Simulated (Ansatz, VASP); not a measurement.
## As: VASP beside Ansatz

```xyz
1
Lattice="-1.6550 1.6550 1.6550 1.6550 -1.6550 1.6550 1.6550 1.6550 -1.6550" Properties=species:S:1:pos:R:3 pbc="T T T"
As    0.0000    0.0000    0.0000
```

The cell was built by a generator and needn't be a form met in nature.

Alike in both runs: functional PBEsol; k mesh 13 × 13 × 13; occupations fermi-dirac, width 0.1 eV; no spin polarisation.

Ansatz relaxed the structure, and its values are those at the end. VASP's run is a single point on that final structure, the one shown.

|  | VASP | Ansatz |
| --- | --- | --- |
| version | VASP 6.6.1 | Ansatz 0.2.0 |
| potentials or method | VASP PAW PBE potentials, release 64 (As) | plane waves (420 eV) with PAW, scalar-relativistic |
| plane-wave cutoff (eV) | 520 | 420 |
| valence electrons in the cell | 5 | 15 |

```tsv
	VASP	Ansatz	Ansatz less VASP
pressure (GPa)	0.2	0.0	-0.23
```

The two sets of potentials don't hold the same shells in valence. Ansatz warned: «pseudo_functional_mismatch».

Caveats: the PAW data sets were made with another functional, which shifts forces and pressure a little (VASP).
